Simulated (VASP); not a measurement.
Calculation: SCAN meta-GGA, VASP's PBE PAW potentials (set 64) (plane waves; VASP).

VASP ran on this input.

INCAR:
```
# general
SYSTEM =NaBr
PREC   =Accurate
ENCUT  =520
LREAL  =.FALSE.
LASPH  =.TRUE.

# electronic loop
EDIFF  =1E-7
NELM   =100
ALGO   =Normal
LMAXMIX=4
LMIXTAU=.TRUE.

# smearing
ISMEAR =-5

# functional
METAGGA=SCAN

# ions
ISIF   =2

# output
LWAVE  =.FALSE.
LCHARG =.FALSE.
LORBIT =11
NEDOS  =601
```

File KPOINTS:
```
Automatic
0
G
 9 9 9
0 0 0
```

### KPOINTS_OPT
```
k-points along high-symmetry lines
10
Line-mode
Reciprocal
  0.000000   0.000000   0.000000 ! GAMMA
  0.500000   0.000000   0.500000 ! X

  0.500000   0.000000   0.500000 ! X
  0.625000   0.250000   0.625000 ! U

  0.375000   0.375000   0.750000 ! K
  0.000000   0.000000   0.000000 ! GAMMA

  0.000000   0.000000   0.000000 ! GAMMA
  0.500000   0.500000   0.500000 ! L

  0.500000   0.500000   0.500000 ! L
  0.500000   0.250000   0.750000 ! W

  0.500000   0.250000   0.750000 ! W
  0.500000   0.000000   0.500000 ! X
```

### POSCAR
```
NaBr
1
    0.0000000000     2.9526950283     2.9526950283
    2.9526950283     0.0000000000     2.9526950283
    2.9526950283     2.9526950283     0.0000000000
Na Br
1 1
Direct
  0.0000000000   0.0000000000   0.0000000000
  0.5000000000   0.5000000000   0.5000000000
```

POTCAR, in this order: Na_pv Br (PBE.64 set). Program: vasp_std.

What VASP printed:

### OSZICAR
```
       N       E                     dE             d eps       ncg     rms          rms(c)
DAV:   1     0.679080917309E+02    0.67908E+02   -0.73304E+03   770   0.124E+03
DAV:   2    -0.209424463631E+02   -0.88851E+02   -0.83754E+02   871   0.262E+02
DAV:   3    -0.287766252608E+02   -0.78342E+01   -0.77822E+01   923   0.793E+01
DAV:   4    -0.289430064828E+02   -0.16638E+00   -0.16618E+00   909   0.125E+01
DAV:   5    -0.289453004454E+02   -0.22940E-02   -0.22937E-02   877   0.146E+00    0.159E+00
DAV:   6    -0.269516255984E+02    0.19937E+01   -0.52933E-01   833   0.946E+00    0.132E+00
DAV:   7    -0.269955990531E+02   -0.43973E-01   -0.31632E-01   791   0.779E+00    0.312E-01
DAV:   8    -0.270599745972E+02   -0.64376E-01   -0.23571E-01   770   0.625E+00    0.397E-01
DAV:   9    -0.269607985634E+02    0.99176E-01   -0.16271E-01   770   0.476E+00    0.140E-01
DAV:  10    -0.271066373293E+02   -0.14584E+00   -0.10708E-01   770   0.376E+00    0.120E-01
DAV:  11    -0.271518667827E+02   -0.45229E-01   -0.18057E-02   770   0.167E+00    0.586E-02
DAV:  12    -0.271519977943E+02   -0.13101E-03   -0.14034E-04   944   0.136E-01    0.522E-02
DAV:  13    -0.271497844507E+02    0.22133E-02   -0.90147E-04   782   0.394E-01    0.639E-02
DAV:  14    -0.271507865177E+02   -0.10021E-02   -0.88733E-04   776   0.305E-01    0.348E-02
DAV:  15    -0.271526278202E+02   -0.18413E-02   -0.13015E-03   770   0.531E-01    0.348E-02
DAV:  16    -0.271526378867E+02   -0.10066E-04   -0.20526E-05   830   0.680E-02    0.293E-02
DAV:  17    -0.271526362460E+02    0.16407E-05   -0.70016E-07   830   0.115E-02    0.276E-02
DAV:  18    -0.271526464457E+02   -0.10200E-04   -0.12168E-05   776   0.615E-02    0.839E-03
DAV:  19    -0.271526389805E+02    0.74652E-05   -0.52355E-06   773   0.345E-02    0.572E-03
DAV:  20    -0.271526411661E+02   -0.21855E-05   -0.54399E-07   788   0.106E-02    0.472E-03
DAV:  21    -0.271526410221E+02    0.14395E-06   -0.76034E-07   788   0.105E-02    0.173E-03
DAV:  22    -0.271526403382E+02    0.68391E-06   -0.16800E-07   782   0.548E-03    0.351E-04
DAV:  23    -0.271526406080E+02   -0.26975E-06   -0.32658E-08   776   0.274E-03    0.234E-04
DAV:  24    -0.271526406724E+02   -0.64425E-07   -0.13213E-08   662   0.148E-03
   1 F= -.27152641E+02 E0= -.27152641E+02  d E =0.000000E+00
       N       E                     dE             ncg
       N       E                     dE             ncg
```

OUTCAR:
```
------------------------ aborting loop because EDIFF is reached ----------------------------------------
  FORCE on cell =-STRESS in cart. coord.  units (eV):
  Direction    XX          YY          ZZ          XY          YZ          ZX
  --------------------------------------------------------------------------------------
  Total        0.0143594      0.0143594      0.0143594      0.0000000      0.0000000      0.0000000
  in kB        0.4468492      0.4468492      0.4468492      0.0000000      0.0000000      0.0000000
  external PRESSURE =       0.4468492 kB  Pullay stress =       0.0000000 kB
  volume of cell :       51.49
      direct lattice vectors                 reciprocal lattice vectors
     0.000000000  2.952695028  2.952695028    -0.169336825  0.169336825  0.169336825
     2.952695028  0.000000000  2.952695028     0.169336825 -0.169336825  0.169336825
     2.952695028  2.952695028  0.000000000     0.169336825  0.169336825 -0.169336825
 POSITION                                       TOTAL-FORCE (eV/Angst)
 -----------------------------------------------------------------------------------
      0.00000      0.00000      0.00000         0.000000      0.000000      0.000000
      2.95270      2.95270      2.95270        -0.000000     -0.000000     -0.000000
 -----------------------------------------------------------------------------------
    total drift:                                0.000000     -0.000000     -0.000000
  FREE ENERGIE OF THE ION-ELECTRON SYSTEM (eV)
  ---------------------------------------------------
  free  energy   TOTEN  =       -27.1526406724 eV

  energy  without entropy=      -27.1526406724  energy(sigma->0) =      -27.15264067

 total charge

# of ion       s       p       d       tot
------------------------------------------
    1        0.040   5.979   0.000   6.018
    2        1.604   3.353   0.002   4.959
--------------------------------------------------
tot          1.643   9.332   0.002  10.977
```
(Selected blocks of OUTCAR.)

The compound is NaBr in the rock salt structure. It was relaxed first.
